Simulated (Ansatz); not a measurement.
System: Ho, a cell derived from the structure in space group 194 by a strain and random displacements, 4 atoms in the cell.

Theory: Ansatz, PBE, all-electron LAPW, scalar-relativistic with a first-order correction to Dirac's equation for the inner shells, point nucleus.

k-mesh 2×4×2 Γ-centred; Fermi–Dirac smearing of 0.15 eV; no spin polarisation; no spin–orbit coupling.

```
CELL_PARAMETERS angstrom
7.18497 -0.03177 0.00415
-1.81000 3.11273 -0.03700
0.00325 -0.06520 5.68785
ATOMIC_POSITIONS crystal
Ho 0.90244 0.13155 0.63705
Ho 0.08250 0.83147 0.11643
Ho 0.39346 0.11754 0.63638
Ho 0.58524 0.82832 0.13223
```

Forces on the other atoms:

```csv
atom,Fx (eV/Å),Fy (eV/Å),Fz (eV/Å)
Ho2,-0.026,-0.070,0.378
Ho3,0.211,0.175,-0.181
```

Task: What forces (eV/Å) act on Ho1 and Ho4, and what is the pressure?

Result: Ho1: (-0.058, -0.006, -0.278); Ho4: (-0.128, -0.100, 0.081). The pressure is 1.94 GPa.

The k-mesh is coarse, so these values belong to this mesh and can lie far from the converged ones. The open f shell is treated without spin here, so this is a model state and not the ground state.
